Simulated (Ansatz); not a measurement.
# Hg (diamond type): how the settings move a single-point run

Aim: see which settings change the result for Hg (diamond type), by how much, and at what cost.

Computed with Ansatz 0.2.0 (reference: DFT, PBE, PAW with Ansatz's default frozen-core files, scalar-relativistic, unless a step's input says otherwise).

1 further run of the same task is left out (it didn't finish).

## 1. The starting structure

Symmetry: Fd-3m, No. 227, cubic system. The conventional cell has a = 7.462 Å, b = 7.462 Å, c = 7.462 Å, α = 90.00°, β = 90.00°, γ = 90.00°. Hg (site symmetry -43m) has 4 Hg at 3.23 Å as nearest neighbours.

As a file:

```
CELL_PARAMETERS angstrom
0.00000 3.73093 3.73093
3.73093 0.00000 3.73093
3.73093 3.73093 0.00000
ATOMIC_POSITIONS crystal
Hg 0.87500 0.87500 0.87500
Hg 0.12500 0.12500 0.12500
```

## 2. Reference

input.yaml reads:

```yaml
crystal:
  lattice:
    - [0.0, 3.7309345765, 3.7309345765]
    - [3.7309345765, 0.0, 3.7309345765]
    - [3.7309345765, 3.7309345765, 0.0]
  atoms:
    - { symbol: Hg, position: [-0.125, -0.125, -0.125] }
    - { symbol: Hg, position: [0.125, 0.125, 0.125] }
kpoints:
  mp_grid: { grid: [11, 11, 11] }
  band_path:
    path:
      - [0.0, 0.0, 0.0]
      - [0.5, 0.0, 0.5]
      - [0.625, 0.25, 0.625]
      - [0.375, 0.375, 0.75]
      - [0.0, 0.0, 0.0]
      - [0.5, 0.5, 0.5]
      - [0.5, 0.25, 0.75]
      - [0.5, 0.0, 0.5]
    npoints: 8
scf:
  occupations: { method: fermi_dirac, width: 0.05 }
hamiltonian:
  xc: pbe
  pseudopotentials: { kind: paw }
output:
  forces: true
  stress: true
  eigenvalues: true
  populations: true
  dos: { projected: true, de: 0.2, e_range: [-14, 8] }
  write_density: true
  write_potential: true
  elf: true
  volumetric_format: npy
```

Command:

```console
$ ansatz run input.yaml --threads 1 --pin off --max-ram 2048MiB --backend cpu --events-out ev --progress --plain --runs-dir out
```

## 3. Changing settings: dispersion d3bjatm

Edit input.yaml of step 2 so:

```diff
@@ -26,2 +26,3 @@
   pseudopotentials: { kind: paw }
+  dispersion: d3bjatm
 output:
@@ -31,6 +32 @@
   populations: true
-  dos: { projected: true, de: 0.2, e_range: [-14, 8] }
-  write_density: true
-  write_potential: true
-  elf: true
-  volumetric_format: npy
```

What does the calculation give? Wanted: for each run, ending; energy change; pressure; gap; force.

The runs gave:

| run | ending | energy change | pressure (GPa) | gap (eV) | force (eV/Å) | cycles | time |
| --- | --- | --- | --- | --- | --- | --- | --- |
| reference | converged | 0 | 0.1 | 0.00 | 0.00 | 6 | 5.6 s |
| 1: dispersion d3bjatm | converged | -173.7 meV/atom (offset of the dispersion model) | -0.5 | 0.00 | 0.00 | 6 | 5.2 s |

Times don't compare one to one where runs were asked for different outputs or read a saved state (see the inputs); cycles may leave out searches for a lower state.

Residual by cycle in the longest SCF loop of each run; runs are numbered as in the table. The quantity is the density residual dr2, in eV.

| cycle | reference | run 1 |
| --- | --- | --- |
| 1 | 0.00504 | 0.00504 |
| 2 | 6.5e-4 | 6.5e-4 |
| 3 | 1.6e-4 | 1.6e-4 |
| 4 | 1.5e-6 | 1.5e-6 |
| 5 | 1.8e-8 | 1.8e-8 |
| 6 | 1.3e-9 | 1.3e-9 |

The energy moves by -173.7 meV/atom, nearly all of it the dispersion term itself (-173.7 meV/atom); that offset belongs to the model and is no gain or loss of stability; the pressure goes from 0.1 to -0.5 GPa.
